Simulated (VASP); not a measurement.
# KCl in VASP: a series of runs

The runs below take KCl through single point, with PBEsol.

All numbers are computed with VASP 6.6.1; they aren't measurements. Logs are shortened: lines on timing, memory, paths and dates and some standing lists are left out, and cuts for length are marked.

**The experiment to reproduce.**

From a printed reference work, monograph, for a bulk crystal of KCl: band gap 8.68 eV.

How close the calculation comes is told below.

## (1) The cell of the first run

The typed cell holds 4 atoms: a = 4.518 Å, b = 4.518 Å, c = 7.884 Å, α = 70.99°, β = 70.99°, γ = 58.48°.

## (2) Single point, PBEsol (atoms displaced along a vibrational mode, the cell strained)

Input file INCAR:

```
SYSTEM = KCl
PREC = Accurate
ENCUT = 520
EDIFF = 1E-6
ISMEAR = 0
SIGMA = 0.05
LREAL = .FALSE.
LASPH = .TRUE.
NELM = 100
ALGO = Normal
ISIF = 2
LWAVE = .FALSE.
LCHARG = .TRUE.
GGA = PS
LELF = .TRUE.
LVHAR = .TRUE.
NBANDS = 24
```

Input file KPOINTS:

```
regular mesh
0
G
  6 6 6
  0 0 0
```

Input file POSCAR:

```
KCl
1.0
    0.0000000000     -3.1207041401     -3.2664410234
   -3.1207041401      0.0000000000     -3.2664410234
    3.1207041401      3.1207041401     -6.5328820469
K Cl
2 2
Direct
    0.5000000000      0.5000000000      0.5000000000
    0.0000000000      1.0000000000      0.0000000000
    0.7609961857      0.7549528727      0.7500000000
    0.2390038143      0.2450471273      0.2500000000
```

Potentials or basis: VASP PAW PBE potentials, release 64 (K_sv, Cl).

The run is started by

```sh
> cat potpaw_PBE.64/K_sv/POTCAR potpaw_PBE.64/Cl/POTCAR > POTCAR
> mpirun -np 1 vasp_std > vasp.out
```

OUTCAR:

```text
SYSTEM = KCl
   PREC = Accurate
   ENCUT = 520
   EDIFF = 1E-6
   ISMEAR = 0
   LREAL = .FALSE.
   LASPH = .TRUE.
   NELM = 100
   ISIF = 2
   GGA = PS

 ion  position               nearest neighbor table
   1  0.500  0.500  0.500-   4 3.09   3 3.09   3 3.11   4 3.11
   2  0.000  0.000  0.000-   3 3.14   4 3.14   3 3.16   4 3.16   3 3.21   4 3.21
   3  0.761  0.755  0.750-   1 3.09   1 3.11   2 3.14   2 3.16   2 3.21
   4  0.239  0.245  0.250-   1 3.09   1 3.11   2 3.14   2 3.16   2 3.21

  LATTYP: Found a base centered monoclinic cell.
 ALAT       =     7.8839163173
 B/A-ratio  =     0.5597905840
 C/A-ratio  =     1.0000000000
 COS(beta)  =    -0.3732690042

  Lattice vectors:

 A1 = (   0.0000000000,   3.1207041401,   3.2664410234)
 A2 = (   3.1207041401,   0.0000000000,   3.2664410234)
 A3 = (   3.1207041401,   3.1207041401,  -6.5328820469)

Analysis of symmetry for initial positions (statically):
=====================================================================
 Subroutine PRICEL returns:
 Original cell was already a primitive cell.

 Routine SETGRP: Setting up the symmetry group for a
 base centered monoclinic supercell.

 Subroutine GETGRP returns: Found  2 space group operations
 (whereof  2 operations were pure point group operations)
 out of a pool of  4 trial point group operations.

The static configuration has the point symmetry S_2 .

Analysis of symmetry for dynamics (positions and initial velocities):
=====================================================================
 Subroutine PRICEL returns:
 Original cell was already a primitive cell.

 Routine SETGRP: Setting up the symmetry group for a
 base centered monoclinic supercell.

 Subroutine GETGRP returns: Found  2 space group operations
 (whereof  2 operations were pure point group operations)
 out of a pool of  4 trial point group operations.

The dynamic configuration has the point symmetry S_2 .

 Subroutine INISYM returns: Found  2 space group operations
 (whereof  2 operations are pure point group operations),
 and found     1 'primitive' translations

----------------------------------------------------------------------------------------

                                     Primitive cell

  volume of cell :     127.2448

  direct lattice vectors                    reciprocal lattice vectors
     0.000000000 -3.120704140 -3.266441023     0.080110125 -0.240330376 -0.076535899
    -3.120704140  0.000000000 -3.266441023    -0.240330376  0.080110125 -0.076535899
     3.120704140  3.120704140 -6.532882047     0.080110125  0.080110125 -0.076535899

  length of vectors
     4.517569179  4.517569179  7.883916317     0.264639501  0.264639501  0.136722376

  position of ions in fractional coordinates (direct lattice)
     0.500000000  0.500000000  0.500000000
     0.000000000  0.000000000  0.000000000
     0.760996186  0.754952873  0.750000000
     0.239003814  0.245047127  0.250000000

  ion indices of the primitive-cell ions
   primitive index   ion index
                 1           1
                 2           2
                 3           3
                 4           4

----------------------------------------------------------------------------------------

 KPOINTS: regular mesh

Automatic generation of k-mesh.
 Grid dimensions read from file:
 generate k-points for:    6    6    6

 Generating k-lattice:

  Cartesian coordinates                     Fractional coordinates (reciprocal lattice)
     0.013351688 -0.040055063 -0.012755983     0.166666667 -0.000000000  0.000000000
    -0.040055063  0.013351688 -0.012755983    -0.000000000  0.166666667  0.000000000
     0.013351688  0.013351688 -0.012755983    -0.000000000 -0.000000000  0.166666667

  Length of vectors
     0.044106584  0.044106584  0.022787063

  Shift w.r.t. Gamma in fractional coordinates (k-lattice)
     0.000000000  0.000000000  0.000000000

 Subroutine IBZKPT returns following result:
 ===========================================

 Found    112 irreducible k-points:

 Following reciprocal coordinates:
            Coordinates               Weight
  0.000000  0.000000  0.000000      1.000000
  0.166667  0.000000  0.000000      2.000000
  0.000000 -0.166667 -0.000000      2.000000
  0.333333 -0.000000  0.000000      2.000000
  0.000000 -0.333333  0.000000      2.000000
  0.500000  0.000000 -0.000000      1.000000
[... 16 lines left out ...]
  0.000000 -0.166667 -0.166667      2.000000
  0.333333 -0.000000  0.166667      2.000000
 [... further k-points ...]
   k-points           NKPTS =    112   k-points in BZ     NKDIM =    112   number of bands    NBANDS=     24
   number of dos      NEDOS =    301   number of ions     NIONS =      4
   total plane-waves  NPLWV =  77760
   dimension x,y,z NGX =    36 NGY =   36 NGZ =   60
   dimension x,y,z NGXF=    72 NGYF=   72 NGZF=  120
   ions per type =               2   2
   NGX,Y,Z   is equivalent  to a cutoff of  13.25, 13.25, 12.65 a.u.
[... 24 lines left out ...]
   EMIN   =  10.00;   EMAX   =-10.00  energy-range for DOS
   EFERMI =   0.00;   METHOD = LEGACY
   ISMEAR =     0;   SIGMA  =   0.05  broadening in eV -4-tet -1-fermi 0-gaus
   EFERMI_NEDOS =   21; number of points for ismear=-14 and -15
   IALGO  =     38    algorithm
   IMIX   =      4    mixing-type and parameters
     AMIX     =   0.40;   BMIX     =  1.00
     AMIX_MAG =   1.60;   BMIX_MAG =  1.00
  volume/ion in A,a.u.               =      31.81       214.67
  Fermi-wavevector in a.u.,A,eV,Ry     =   1.033344  1.952737 14.528292  1.067799
  Thomas-Fermi vector in A             =   2.167586
   LORBIT       =      0    0 simple, 1 ext, 2 COOP (PROOUT), +10 PAW based schemes
   GGA     = PS    functional components
   LHFCALC =     F    Hartree Fock is set to
   AEXX    =    0.0000 exact exchange contribution
   IVDW    =     0    specifies the selected vdW correction
   LEPSILON=     F    determine dielectric tensor
   LRPA    =     F    only Hartree local field effects (RPA)
 non-spin polarized calculation
 Gauss-broadening in eV      SIGMA  =   0.05
  energy-cutoff  :      520.00
  volume of cell :      127.24
 maximum number of plane-waves:      3445
 NGX is ok and might be reduce to    36
   NGX = 17   NGY = 17   NGZ = 29

 number of electron      32.0000000 magnetization

 Free energy of the ion-electron system (eV)
  ---------------------------------------------------
  ext. energy  EPLUGINS =         0.00000000
  ---------------------------------------------------
  free energy    TOTEN  =       -14.01656199 eV

  energy without entropy =      -14.01656199  energy(sigma->0) =      -14.01656199

 E-fermi :  -1.6547     XC(G=0):  -7.6254

 val. band max:       -1.9757116489   @ k =   0.0000   0.0000   0.0000
 cond. band min:       2.9653627826   @ k =   0.0000   0.0000   0.0000
 fundamental gap:      4.9410744315
 Fermi energy:        -1.6547263304

 k-point     1 :       0.0000    0.0000    0.0000
  band No.  band energies     occupation
      1     -29.0794      2.00000
      2     -29.0629      2.00000
      3     -14.2390      2.00000
      4     -14.0562      2.00000
      5     -12.6225      2.00000
      6     -12.6114      2.00000
[... 16 lines left out ...]
     23       7.1183      0.00000
     24       7.2763      0.00000

 k-point     2 :       0.1667    0.0000    0.0000
  band No.  band energies     occupation
      1     -29.0773      2.00000
      2     -29.0616      2.00000
      3     -14.1799      2.00000
      4     -14.1042      2.00000
      5     -12.6435      2.00000
      6     -12.6253      2.00000
[... 16 lines left out ...]
     23       7.3377      0.00000
     24       7.7317      0.00000

 k-point     3 :       0.0000   -0.1667   -0.0000
  band No.  band energies     occupation
      1     -29.0773      2.00000
      2     -29.0616      2.00000
      3     -14.1798      2.00000
      4     -14.1044      2.00000
      5     -12.6429      2.00000
      6     -12.6257      2.00000
[... 16 lines left out ...]
     23       7.3404      0.00000
     24       7.7346      0.00000
[... 514 lines left out ...]
 k-point    23 :       0.0000   -0.1667   -0.1667
  band No.  band energies     occupation
      1     -29.0772      2.00000
      2     -29.0616      2.00000
      3     -14.1779      2.00000
      4     -14.1071      2.00000
      5     -12.6361      2.00000
      6     -12.6289      2.00000
[... 16 lines left out ...]
     23       7.4488      0.00000
     24       7.6483      0.00000

 k-point    24 :       0.3333   -0.0000    0.1667
  band No.  band energies     occupation
      1     -29.0732      2.00000
      2     -29.0588      2.00000
      3     -14.1822      2.00000
      4     -14.0558      2.00000
      5     -12.7096      2.00000
      6     -12.6449      2.00000
[... 16 lines left out ...]
     23       7.6771      0.00000
     24       8.0528      0.00000

 [... further k-points ...]

------------------------ aborting loop because EDIFF is reached ----------------------------------------

  FORCE on cell =-STRESS in cart. coord.  units (eV):
  Direction    XX          YY          ZZ          XY          YZ          ZX
  --------------------------------------------------------------------------------------
  -------------------------------------------------------------------------------------
  Total       -0.1625104     -0.1428225     -1.0899709     -0.0014125     -0.0080034     -0.0046498
  in kB       -2.0462173     -1.7983215    -13.7241512     -0.0177850     -0.1007727     -0.0585466
  external PRESSURE =      -5.8562300 kB  Pullay stress =       0.0000000 kB

 VOLUME and BASIS-vectors are now :
 -----------------------------------------------------------------------------
  energy-cutoff  :      520.00
  volume of cell :      127.24
      direct lattice vectors                 reciprocal lattice vectors
     0.000000000 -3.120704140 -3.266441023     0.080110125 -0.240330376 -0.076535899
    -3.120704140  0.000000000 -3.266441023    -0.240330376  0.080110125 -0.076535899
     3.120704140  3.120704140 -6.532882047     0.080110125  0.080110125 -0.076535899

 POSITION                                       TOTAL-FORCE (eV/Angst)
 -----------------------------------------------------------------------------------
      0.00000      0.00000     -6.53288         0.000000      0.000000      0.000000
      0.00000      0.00000      0.00000         0.000000      0.000000      0.000000
     -0.01546     -0.03432     -9.85142         0.025886      0.055904      0.038062
      0.01546      0.03432     -3.21434        -0.025886     -0.055904     -0.038062
 -----------------------------------------------------------------------------------
    total drift:                               -0.000000     -0.000000      0.000000

  FREE ENERGIE OF THE ION-ELECTRON SYSTEM (eV)
  ---------------------------------------------------
  free  energy   TOTEN  =       -14.0165619895 eV

  energy  without entropy=      -14.0165619895  energy(sigma->0) =      -14.01656199
```

Wall time 2.8 min (1 thread of Intel Xeon 6975P-C (Granite Rapids), shared host); peak memory 0.44 GiB.

What came out:

| Property | Result |
| --- | --- |
| Free energy | -14.0166 eV |
| Pressure | -0.6 GPa |
| Largest force | 0.072 eV/Å |
| Band gap on the k mesh | 4.94 eV |

Forces on the atoms (eV/Å):
```
K    0.000  0.000  0.000
K    0.000  0.000  0.000
Cl   0.026  0.056  0.038
Cl  -0.026 -0.056 -0.038
```

Levels at points of the mesh, in eV from the valence-band top:
```csv
k point,band 13,band 14,band 15,band 16,band 17,band 18,band 19,band 20
"(0.00, 0.00, 0.00)",-0.33,-0.03,0.00,0.00,4.94,7.36,8.08,8.35
"(0.50, 0.00, 0.00)",-0.42,-0.38,-0.29,-0.28,7.20,7.24,8.02,8.03
"(0.00, 0.50, 0.00)",-0.41,-0.39,-0.29,-0.29,7.22,7.22,8.02,8.03
"(0.50, 0.50, 0.00)",-0.33,-0.33,-0.20,-0.20,6.45,7.36,8.09,8.39
"(0.00, 0.00, 0.50)",-0.18,-0.18,-0.18,-0.17,6.17,6.19,8.02,8.03
"(0.50, 0.00, 0.50)",-0.33,-0.33,-0.26,-0.24,6.40,7.36,8.14,8.39
"(0.00, 0.50, 0.50)",-0.33,-0.33,-0.25,-0.24,6.40,7.36,8.14,8.38
"(0.50, 0.50, 0.50)",-0.45,-0.38,-0.28,-0.25,7.25,7.33,8.06,8.07
```

Caveat: the cell differs from its parent crystal (atoms displaced along a vibrational mode, the cell strained); the PAW data sets were made with another functional, which shifts forces and pressure a little. A k mesh can miss the band edges.

## (3) Single point, PBEsol

This run uses another cell than the first one, of 30.39 Å³/atom.

Input file INCAR:

```
PREC     = Accurate       # precision mode
ENCUT    = 520            # plane-wave cutoff, eV
EDIFF    = 1E-6           # SCF threshold, eV
ISMEAR   = 0              # smearing method
SIGMA    = 0.05           # smearing width, eV
LREAL    = False          # projectors in reciprocal space
LASPH    = True           # aspherical terms in the spheres
NELM     = 100            # most SCF steps
ALGO     = Normal         # electronic algorithm
ISIF     = 2              # what is computed and relaxed
LWAVE    = False          # write WAVECAR
LCHARG   = False          # write CHGCAR
GGA      = PS             # functional
NBANDS   = 24             # bands
```

Input file KPOINTS:

```
regular mesh
0
Gamma
  6 6 6
```

Input file POSCAR:

```
KCl
1.0
    0.0000000000     -3.1207041401     -3.1207041401
   -3.1207041401      0.0000000000     -3.1207041401
    3.1207041401      3.1207041401     -6.2414082803
K Cl
2 2
Direct
    0.5000000000      0.5000000000      0.5000000000
    0.0000000000      1.0000000000      0.0000000000
    0.7500000000      0.7500000000      0.7500000000
    0.2500000000      0.2500000000      0.2500000000
```

Potentials or basis: VASP PAW PBE potentials, release 64 (K_sv, Cl).

The run is started by

```sh
> cat potpaw_PBE.64/K_sv/POTCAR potpaw_PBE.64/Cl/POTCAR > POTCAR
> mpirun -np 1 vasp_std > vasp.out
```

Run time: 3.3 min. Hardware: 1 thread of Intel Xeon 8259CL, shared host; peak memory 0.3 GiB.

Results (log left out):

| Property | Result |
| --- | --- |
| Free energy | -14.0463 eV |
| Pressure | 0.1 GPa |
| Band gap on the k mesh | 5.10 eV |

Levels at points of the mesh, in eV from the valence-band top:
```csv
k point,band 14,band 15,band 16,band 17,band 18,band 19
"(0.00, 0.00, 0.00)",0.00,0.00,0.00,5.10,7.49,8.30
"(0.50, 0.00, 0.00)",-0.43,-0.29,-0.29,7.28,7.28,8.25
"(0.50, 0.50, 0.00)",-0.35,-0.23,-0.23,6.37,7.49,8.34
"(0.00, 0.00, 0.50)",-0.18,-0.18,-0.18,6.39,6.39,8.08
```

Caveat: the PAW data sets were made with another functional, which shifts forces and pressure a little.

## (4) Single point, PBEsol

This run uses another cell than the first one, of 29.68 Å³/atom.

INCAR, as its differences from that of step 3:

```diff
@@ -7,3 +7,3 @@
 LASPH    = True           # aspherical terms in the spheres
-NELM     = 100            # most SCF steps
+NELM     = 60             # most SCF steps
 ALGO     = Normal         # electronic algorithm
```

Input file KPOINTS:

```
Automatic mesh
0
Gamma
  6 6 6
```

Input file POSCAR:

```
KCl
1.0
    0.0000000000     -3.1207041401     -3.0479917336
   -3.1207041401      0.0000000000     -3.0479917336
    3.1207041401      3.1207041401     -6.0959834673
K Cl
2 2
Direct
    0.5000000000      0.5000000000      0.5000000000
    0.0000000000      1.0000000000      0.0000000000
    0.7500000000      0.7500000000      0.7500000000
    0.2500000000      0.2500000000      0.2500000000
```

The run is started by

```sh
> cat potpaw_PBE.64/K_sv/POTCAR potpaw_PBE.64/Cl/POTCAR > POTCAR
> mpirun -np 1 vasp_std > vasp.out
```

It took 5.1 min on 1 thread of Intel Xeon 8259CL, shared host; peak memory 0.33 GiB.

Results (log left out):

```yaml
Free_energy: -14.0342 eV
Pressure: 0.6 GPa
Band_gap_on_the_k_mesh: 5.16 eV
```

Stress tensor (GPa, compression positive):
```
0.21 0.00 0.00
0.00 0.21 0.00
0.00 0.00 1.29
```

Levels at points of the mesh, in eV from the valence-band top:
```
           k point  band 12  band 13  band 14  band 15  band 16  band 17  band 18  band 19  band 20  band 21
(0.00, 0.00, 0.00)    -0.39    -0.39    -0.02    -0.02     0.00     5.16     7.54     8.24     8.24     8.40
(0.50, 0.00, 0.00)    -0.85    -0.46    -0.46    -0.32    -0.32     7.28     7.28     8.34     8.34    10.19
(0.50, 0.50, 0.00)    -0.69    -0.39    -0.39    -0.28    -0.28     6.31     7.54     8.45     8.65    10.26
(0.00, 0.00, 0.50)    -0.67    -0.22    -0.22    -0.21    -0.21     6.47     6.47     8.09     8.09     9.05
(0.50, 0.00, 0.50)    -0.74    -0.39    -0.39    -0.25    -0.24     6.34     7.54     8.41     8.65    10.12
(0.50, 0.50, 0.50)    -0.85    -0.45    -0.45    -0.33    -0.33     7.24     7.24     8.31     8.31    10.26
```

Caveat: the PAW data sets were made with another functional, which shifts forces and pressure a little.

## (5) Single point, PBEsol

This run uses another cell than the first one, of 31.10 Å³/atom.

Input file INCAR:

```
PREC = Accurate
ENCUT = 520
EDIFF = 1E-6
ISMEAR = 0
SIGMA = 0.05
LREAL = False
LASPH = True
NELM = 60
ALGO = Normal
ISIF = 2
LWAVE = False
LCHARG = False
GGA = PS
NBANDS = 24
```

KPOINTS is that of step 4.

Input file POSCAR:

```
KCl
1.0
    0.0000000000     -3.1207041401     -3.1934165466
   -3.1207041401      0.0000000000     -3.1934165466
    3.1207041401      3.1207041401     -6.3868330932
K Cl
2 2
Direct
    0.5000000000      0.5000000000      0.5000000000
    0.0000000000      1.0000000000      0.0000000000
    0.7500000000      0.7500000000      0.7500000000
    0.2500000000      0.2500000000      0.2500000000
```

The run is started by

```sh
> cat potpaw_PBE.64/K_sv/POTCAR potpaw_PBE.64/Cl/POTCAR > POTCAR
> mpirun -np 1 vasp_std > vasp.out
```

Run time: 5.3 min. Hardware: 1 thread of Intel Xeon 8259CL, shared host; peak memory 0.36 GiB.

Results (log left out):

* Free energy: -14.0401 eV
* Pressure: -0.3 GPa
* Band gap on the k mesh: 5.02 eV

Stress tensor (GPa, compression positive):
```
-0.08  0.00  0.00
 0.00 -0.08  0.00
 0.00  0.00 -0.81
```

Levels at points of the mesh, in eV from the valence-band top:
```tsv
k point	band 12	band 13	band 14	band 15	band 16	band 17	band 18	band 19	band 20	band 21
(0.00, 0.00, 0.00)	-0.34	-0.34	-0.01	0.00	0.00	5.02	7.42	8.19	8.34	8.34
(0.50, 0.00, 0.00)	-0.79	-0.41	-0.41	-0.29	-0.29	7.25	7.25	8.14	8.14	10.04
(0.50, 0.50, 0.00)	-0.70	-0.34	-0.34	-0.21	-0.21	6.42	7.42	8.21	8.49	9.81
(0.00, 0.00, 0.50)	-0.61	-0.18	-0.18	-0.18	-0.18	6.29	6.29	8.05	8.05	9.01
(0.50, 0.00, 0.50)	-0.67	-0.34	-0.34	-0.24	-0.24	6.39	7.42	8.24	8.49	9.95
(0.50, 0.50, 0.50)	-0.79	-0.42	-0.42	-0.28	-0.28	7.29	7.29	8.16	8.16	9.98
```

Caveat: the PAW data sets were made with another functional, which shifts forces and pressure a little. A k mesh can miss the band edges.

## (6) The runs side by side

```tsv
cell	gap on the mesh (eV)	pressure (GPa)
a = 4.518, b = 4.518, c = 7.884 Å, angles 71.0, 71.0, 58.5°, 4 atoms, atomic positions A	4.94	-0.6
a = 4.413, b = 4.413, c = 7.644 Å, angles 73.2, 73.2, 60.0°, 4 atoms, atomic positions B	5.10	0.1
a = 4.362, b = 4.362, c = 7.526 Å, angles 74.4, 74.4, 60.8°, 4 atoms, atomic positions B	5.16	0.6
a = 4.465, b = 4.465, c = 7.763 Å, angles 72.1, 72.1, 59.2°, 4 atoms, atomic positions B	5.02	-0.3
```

Alike in all rows: task single point; level PBEsol; potentials or basis VASP PAW PBE potentials, release 64 (K_sv, Cl); no spin polarisation; k mesh 6 × 6 × 6; cutoff (eV) 520; smearing gaussian 0.05 eV.

Caveats: the PAW data sets were made with another functional, which shifts forces and pressure a little.

Total energies depend on the potentials used, so only differences within one code and one set of settings carry meaning.

## (7) How close it comes

Step 3. Against the measured gap of KCl, 8.68 eV (a printed reference work, monograph), the calculated 5.10 eV is off by -3.58 eV. The value is that of PBEsol on a finite k mesh, which can miss the band edges, without temperature or zero-point motion. Semilocal functionals fall short of measured gaps as a rule.
